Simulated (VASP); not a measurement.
# GaN: relaxed cell and band gap, by functional

GaN, P6_3mc (no. 186), 4 atoms in the cell.

| Functional | Volume (Å³/atom) | Change from the starting volume (fraction) | Gap, path and mesh (eV) | Time (s) |
|---|---|---|---|---|
| LDA | 11.11 | -0.018 | 2.11 | 62 |
| LDA (PW92) | 11.09 | -0.019 | 2.12 | 63 |
| LDA (VWN5) | 11.07 | -0.021 | 2.12 | 66 |
| LDA (Hedin-Lundqvist) | 11.12 | -0.017 | 2.10 | 65 |
| LDA (Wigner) | 11.42 | 0.010 | 1.86 | 56 |
| Slater exchange only | 11.60 | 0.026 | 1.71 | 53 |
| PBE exchange only | 13.18 | 0.166 | 1.01 | 95 |
| PBE | 11.76 | 0.039 | 1.72 | 79 |
| PBEsol | 11.35 | 0.003 | 1.91 | 68 |

## Input of the first row

INCAR.step1:
```
PREC     = Accurate       # precision mode
ENCUT    = 600            # plane-wave cutoff, eV
EDIFF    = 1E-7           # SCF threshold, eV
ISMEAR   = 0              # smearing method
SIGMA    = 0.02           # smearing width, eV
LREAL    = False          # projectors in reciprocal space
LASPH    = True           # aspherical terms in the spheres
GGA_COMPAT= False        
ALGO     = Normal         # electronic algorithm
NELM     = 150            # most SCF steps
ISIF     = 3              # what is computed and relaxed
LWAVE    = False          # write WAVECAR
LCHARG   = False          # write CHGCAR
GGA      = CA             # functional
IBRION   = 2              # ionic algorithm
EDIFFG   = -0.005         # ionic threshold
NSW      = 60             # ionic steps
KPAR     = 2             
```

INCAR.step2, as INCAR.step1 but for:
```
- NSW = 60
+ NSW = 40
```

INCAR.step3, as INCAR.step2 but for:
```
- ISIF = 3
- IBRION = 2
- EDIFFG = -0.005
- NSW = 40
+ ISIF = 2
+ NBANDS = 26
```

KPOINTS:
```
k-points
0
Gamma
  7 7 4
```

KPOINTS_OPT:
```
path GMKGALHA,LM,KH
8
line-mode
reciprocal
 0.0000000000  0.0000000000  0.0000000000  G
 0.5000000000  0.0000000000  0.0000000000  M

 0.5000000000  0.0000000000  0.0000000000  M
 0.3333333333  0.3333333333  0.0000000000  K

 0.3333333333  0.3333333333  0.0000000000  K
 0.0000000000  0.0000000000  0.0000000000  G

 0.0000000000  0.0000000000  0.0000000000  G
 0.0000000000  0.0000000000  0.5000000000  A

 0.0000000000  0.0000000000  0.5000000000  A
 0.5000000000  0.0000000000  0.5000000000  L

 0.5000000000  0.0000000000  0.5000000000  L
 0.3333333333  0.3333333333  0.5000000000  H

 0.3333333333  0.3333333333  0.5000000000  H
 0.0000000000  0.0000000000  0.5000000000  A

 0.5000000000  0.0000000000  0.5000000000  L
 0.5000000000  0.0000000000  0.0000000000  M

 0.3333333333  0.3333333333  0.0000000000  K
 0.3333333333  0.3333333333  0.5000000000  H
```

POSCAR.step1:
```
GaN
1.0
    3.1800000000      0.0000000000      0.0000000000
   -1.5900000000      2.7539607840      0.0000000000
    0.0000000000      0.0000000000      5.1660000000
Ga N
2 2
Direct
    0.6666666667      0.3333333333      0.5000000000
    0.3333333333      0.6666666667      0.0000000000
    0.6666666667      0.3333333333      0.8750000000
    0.3333333333      0.6666666667      0.3750000000
```

Commands (each step's output is kept before the next begins):
```
cat potpaw_LDA.64/Ga_d/POTCAR potpaw_LDA.64/N/POTCAR > POTCAR
cp INCAR.step1 INCAR
cp POSCAR.step1 POSCAR
mpirun -np 2 vasp_std > vasp.out
cp CONTCAR POSCAR
rm WAVECAR CHG
cp INCAR.step2 INCAR
mpirun -np 2 vasp_std > vasp.out
cp CONTCAR POSCAR
rm WAVECAR CHG
cp INCAR.step3 INCAR
mpirun -np 2 vasp_std > vasp.out
```

Changes of the last row against the first:
```
(all steps)
- GGA = CA
+ GGA = PS
- cat potpaw_LDA.64/Ga_d/POTCAR potpaw_LDA.64/N/POTCAR > POTCAR
+ cat potpaw_PBE.64/Ga_d/POTCAR potpaw_PBE.64/N/POTCAR > POTCAR
```

VASP 6.6.1 took 62 s on 2 cores (Intel Xeon 6975P-C (Granite Rapids)), a shared host.
